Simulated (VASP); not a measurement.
# BeTe (F-43m) in VASP: notebook, part 2 of 2

VASP 6.6.1. Earlier steps stand in the parts before.

**4. Band structure, SCAN0**

POSCAR

```
BeTe
1.0
    0.0000000000      2.7700000000      2.7700000000
    2.7700000000      0.0000000000      2.7700000000
    2.7700000000      2.7700000000      0.0000000000
Te Be
1 1
Direct
    0.7500000000      0.7500000000      0.7500000000
    0.0000000000      0.0000000000      0.0000000000
```

INCAR.step1

```
SYSTEM = BeTe
ALGO = Normal ; EDIFF = 1E-5
ENCUT = 520 ; GGA = PE
ISIF = 2 ; ISMEAR = -1
LASPH = .True. ; LCHARG = .False.
LREAL = .False. ; LWAVE = .True.
NELM = 100 ; PREC = Accurate
SIGMA = 0.05
```

INCAR.step2

```
SYSTEM = BeTe
AEXX = 0.25 ; ALGO = Normal
EDIFF = 1E-7 ; ENCUT = 520
HFRCUT = -1 ; ISIF = 2
ISMEAR = -1 ; ISTART = 1
LASPH = .True. ; LCHARG = .False.
LHFCALC = .True. ; LMIXTAU = .True.
LREAL = .False. ; LWAVE = .False.
METAGGA = SCAN ; NELM = 100
PREC = Accurate ; PRECFOCK = Fast
SIGMA = 0.05
```

KPOINTS

```
k-points
0
Gamma
  4 4 4
  0 0 0
```

KPOINTS_OPT

```
path GXWKGLUWLK,UX
12
line-mode
reciprocal
 0.0000000000  0.0000000000  0.0000000000  G
 0.5000000000  0.0000000000  0.5000000000  X

 0.5000000000  0.0000000000  0.5000000000  X
 0.5000000000  0.2500000000  0.7500000000  W

 0.5000000000  0.2500000000  0.7500000000  W
 0.3750000000  0.3750000000  0.7500000000  K

 0.3750000000  0.3750000000  0.7500000000  K
 0.0000000000  0.0000000000  0.0000000000  G

 0.0000000000  0.0000000000  0.0000000000  G
 0.5000000000  0.5000000000  0.5000000000  L

 0.5000000000  0.5000000000  0.5000000000  L
 0.6250000000  0.2500000000  0.6250000000  U

 0.6250000000  0.2500000000  0.6250000000  U
 0.5000000000  0.2500000000  0.7500000000  W

 0.5000000000  0.2500000000  0.7500000000  W
 0.5000000000  0.5000000000  0.5000000000  L

 0.5000000000  0.5000000000  0.5000000000  L
 0.3750000000  0.3750000000  0.7500000000  K

 0.6250000000  0.2500000000  0.6250000000  U
 0.5000000000  0.0000000000  0.5000000000  X
```

Potentials or basis: VASP PAW PBE potentials, release 64 (Te, Be).

Launch:

```sh
> cat potpaw_PBE.64/Te/POTCAR potpaw_PBE.64/Be/POTCAR > POTCAR
> cp INCAR.step1 INCAR
> mpirun -np 1 vasp_std > vasp.out
> cp INCAR.step2 INCAR
> mpirun -np 1 vasp_std > vasp.out
```

OUTCAR:

```text
SYSTEM = BeTe
   AEXX = 0.25
   EDIFF = 1E-7
   ENCUT = 520
   ISIF = 2
   ISMEAR = -1
   ISTART = 1
   LASPH = .True.
   LHFCALC = .True.
   LREAL = .False.
   METAGGA = SCAN
   NELM = 100
   PREC = Accurate
   PRECFOCK = Fast

 ion  position               nearest neighbor table
   1  0.750  0.750  0.750-   2 2.40   2 2.40   2 2.40   2 2.40
   2  0.000  0.000  0.000-   1 2.40   1 2.40   1 2.40   1 2.40

  LATTYP: Found a face centered cubic cell.
 ALAT       =     5.5400000000

[... 266 lines left out ...]

------------------------ aborting loop because EDIFF is reached ----------------------------------------

  FORCE on cell =-STRESS in cart. coord.  units (eV):
  Direction    XX          YY          ZZ          XY          YZ          ZX
  --------------------------------------------------------------------------------------
  -------------------------------------------------------------------------------------
  Total        0.8763529      0.8763529      0.8763529     -0.0000000     -0.0000000      0.0000000
  in kB       33.0308913     33.0308913     33.0308913     -0.0000000     -0.0000000      0.0000000
  external PRESSURE =      33.0308913 kB  Pullay stress =       0.0000000 kB

 VOLUME and BASIS-vectors are now :
 -----------------------------------------------------------------------------
  energy-cutoff  :      520.00
  volume of cell :       42.51
      direct lattice vectors                 reciprocal lattice vectors
     0.000000000  2.770000000  2.770000000    -0.180505415  0.180505415  0.180505415
     2.770000000  0.000000000  2.770000000     0.180505415 -0.180505415  0.180505415
     2.770000000  2.770000000  0.000000000     0.180505415  0.180505415 -0.180505415

 POSITION                                       TOTAL-FORCE (eV/Angst)
 -----------------------------------------------------------------------------------
      4.15500      4.15500      4.15500         0.000000      0.000000      0.000000
      0.00000      0.00000      0.00000        -0.000000     -0.000000     -0.000000
 -----------------------------------------------------------------------------------
    total drift:                               -0.000105     -0.000011     -0.000049

  FREE ENERGIE OF THE ION-ELECTRON SYSTEM (eV)
  ---------------------------------------------------
  free  energy   TOTEN  =       -35.3198908385 eV

  energy  without entropy=      -35.3198908385  energy(sigma->0) =      -35.31989084
```

OUTCAR.step1:

```text
SYSTEM = BeTe
   EDIFF = 1E-5
   ENCUT = 520
   GGA = PE
   ISIF = 2
   ISMEAR = -1
   LASPH = .True.
[... 291 lines left out ...]
      4.15500      4.15500      4.15500        -0.000000     -0.000000     -0.000000
      0.00000      0.00000      0.00000         0.000000      0.000000      0.000000
 -----------------------------------------------------------------------------------
    total drift:                               -0.000000     -0.000000     -0.000000

  FREE ENERGIE OF THE ION-ELECTRON SYSTEM (eV)
  ---------------------------------------------------
  free  energy   TOTEN  =        -7.4996097703 eV

  energy  without entropy=       -7.4996097684  energy(sigma->0) =       -7.49960977
```

Wall time 11 min (1 thread of Intel Xeon Platinum 8488C (Sapphire Rapids), shared host); peak memory 0.19 GiB.

What came out:

```
Free energy             : -35.3199 eV
Pressure                : 3.3 GPa
Band gap on the k mesh  : 3.34 eV, indirect (least direct gap 5.34 eV)
Band gap along the path : 3.34 eV, indirect (least direct gap 5.34 eV)
```

Levels at the corners of the path, in eV from the valence-band top:
```
point  band 2  band 3  band 4  band 5  band 6  band 7
    Γ    0.00    0.00    0.00    5.34    5.34    5.34
    X   -6.19   -3.20   -3.20    3.34    4.17   12.67
    X   -6.19   -3.20   -3.20    3.34    4.17   12.67
    W   -5.53   -4.44   -3.84    7.02    7.39    7.68
    W   -5.53   -4.44   -3.84    7.02    7.39    7.68
    K   -5.75   -4.67   -2.70    4.20    7.16   10.39
    K   -5.75   -4.67   -2.70    4.20    7.16   10.39
    Γ    0.00    0.00    0.00    5.34    5.34    5.34
    Γ    0.00    0.00    0.00    5.34    5.34    5.34
    L   -6.69   -1.37   -1.37    4.88    6.39    6.39
    L   -6.69   -1.37   -1.37    4.88    6.39    6.39
    U   -5.75   -4.67   -2.70    4.20    7.16   10.39
    U   -5.75   -4.67   -2.70    4.20    7.16   10.39
    W   -5.53   -4.44   -3.84    7.02    7.39    7.68
    W   -5.53   -4.44   -3.84    7.02    7.39    7.68
    L   -6.69   -1.37   -1.37    4.88    6.39    6.39
    L   -6.69   -1.37   -1.37    4.88    6.39    6.39
    K   -5.75   -4.67   -2.70    4.20    7.16   10.39
    U   -5.75   -4.67   -2.70    4.20    7.16   10.39
    X   -6.19   -3.20   -3.20    3.34    4.17   12.67
```

Caveat: the k mesh is coarse (spacing up to 0.49 Å⁻¹), so the values aren't converged, least of all with exact exchange; the PAW data sets were made with another functional, which shifts forces and pressure a little; spin-orbit coupling is left out, which moves the levels of the heavy elements.

**5. Band structure, r2SCAN0**

POSCAR is that of step 4.

INCAR.step1

```
SYSTEM = BeTe
PREC = Accurate ; ENCUT = 520
EDIFF = 1E-5 ; ISMEAR = -1
SIGMA = 0.05 ; LREAL = .False.
LASPH = .True. ; NELM = 100
ALGO = Normal ; ISIF = 2
LWAVE = .True. ; LCHARG = .False.
NBANDS = 11 ; GGA = PE
```

INCAR.step2

```
SYSTEM = BeTe
PREC = Accurate ; ENCUT = 520
EDIFF = 1E-6 ; ISMEAR = -1
SIGMA = 0.05 ; LREAL = .False.
LASPH = .True. ; NELM = 100
ALGO = Normal ; ISIF = 2
LWAVE = .False. ; LCHARG = .False.
METAGGA = R2SCAN ; LHFCALC = .True.
AEXX = 0.25 ; LMIXTAU = .True.
PRECFOCK = Fast ; NBANDS = 11
ISTART = 1 ; HFRCUT = -1
```

KPOINTS

```
regular mesh
0
Gamma
  4 4 4
  0 0 0
```

KPOINTS_OPT is that of step 4.

Launch:

```sh
> cat potpaw_PBE.64/Te/POTCAR potpaw_PBE.64/Be/POTCAR > POTCAR
> cp INCAR.step1 INCAR
> mpirun -np 1 vasp_std > vasp.out
> cp INCAR.step2 INCAR
> mpirun -np 1 vasp_std > vasp.out
```

It took 11 min on 1 thread of Intel Xeon Platinum 8488C (Sapphire Rapids), shared host; peak memory 0.19 GiB.

It converged, with:

| Quantity | Value |
| --- | --- |
| Free energy | -26.6010 eV |
| Pressure | 3.7 GPa |
| Band gap on the k mesh | 3.41 eV, indirect (least direct gap 5.37 eV) |
| Band gap along the path | 3.41 eV, indirect (least direct gap 5.37 eV) |

Levels at the corners of the path, in eV from the valence-band top:
```
point  band 1  band 2  band 3  band 4  band 5  band 6  band 7  band 8
    Γ  -14.24    0.00    0.00    0.00    5.37    5.37    5.37    6.11
    X  -11.86   -6.18   -3.20   -3.20    3.41    4.21   12.69   12.69
    X  -11.86   -6.18   -3.20   -3.20    3.41    4.21   12.69   12.69
    W  -11.80   -5.51   -4.45   -3.83    7.06    7.46    7.78    8.42
    W  -11.80   -5.51   -4.45   -3.83    7.06    7.46    7.78    8.42
    K  -11.87   -5.73   -4.67   -2.71    4.26    7.21   10.41   10.86
    K  -11.87   -5.73   -4.67   -2.71    4.26    7.21   10.41   10.86
    Γ  -14.24    0.00    0.00    0.00    5.37    5.37    5.37    6.11
    Γ  -14.24    0.00    0.00    0.00    5.37    5.37    5.37    6.11
    L  -12.51   -6.69   -1.37   -1.37    4.98    6.41    6.41    9.94
    L  -12.51   -6.69   -1.37   -1.37    4.98    6.41    6.41    9.94
    U  -11.87   -5.73   -4.67   -2.71    4.26    7.21   10.41   10.86
    U  -11.87   -5.73   -4.67   -2.71    4.26    7.21   10.41   10.86
    W  -11.80   -5.51   -4.45   -3.83    7.06    7.46    7.78    8.42
    W  -11.80   -5.51   -4.45   -3.83    7.06    7.46    7.78    8.42
    L  -12.51   -6.69   -1.37   -1.37    4.98    6.41    6.41    9.94
    L  -12.51   -6.69   -1.37   -1.37    4.98    6.41    6.41    9.94
    K  -11.87   -5.73   -4.67   -2.71    4.26    7.21   10.41   10.86
    U  -11.87   -5.73   -4.67   -2.71    4.26    7.21   10.41   10.86
    X  -11.86   -6.18   -3.20   -3.20    3.41    4.21   12.69   12.69
```

Caveat: the k mesh is coarse (spacing up to 0.49 Å⁻¹), so the values aren't converged, least of all with exact exchange; the PAW data sets were made with another functional, which shifts forces and pressure a little; spin-orbit coupling is left out, which moves the levels of the heavy elements.

**6. The runs side by side**

| level | k mesh | grid for exact exchange (PRECFOCK) | exchange at q = 0 | mesh quality | gap on the mesh (eV) | pressure (GPa) |
| --- | --- | --- | --- | --- | --- | --- |
| BLYP | 8 × 8 × 8 | - | - | not flagged | 2.13 | 7.4 |
| PW91 | 8 × 8 × 8 | - | - | not flagged | 1.86 | - |
| SCAN0 | 4 × 4 × 4 | Fast | truncated | coarse | 3.34 | 3.3 |
| r2SCAN0 | 4 × 4 × 4 | Fast | truncated | coarse | 3.41 | 3.7 |

Alike in all rows: task band structure; potentials or basis VASP PAW PBE potentials, release 64 (Te, Be); no spin polarisation; cell as given; cutoff (eV) 520; smearing fermi-dirac 0.05 eV.

Caveats: some runs use coarse meshes; the PAW data sets were made with another functional, which shifts forces and pressure a little; spin-orbit coupling is left out, which moves the levels of the heavy elements.

Absolute energies hang on the potentials; compare differences alone.
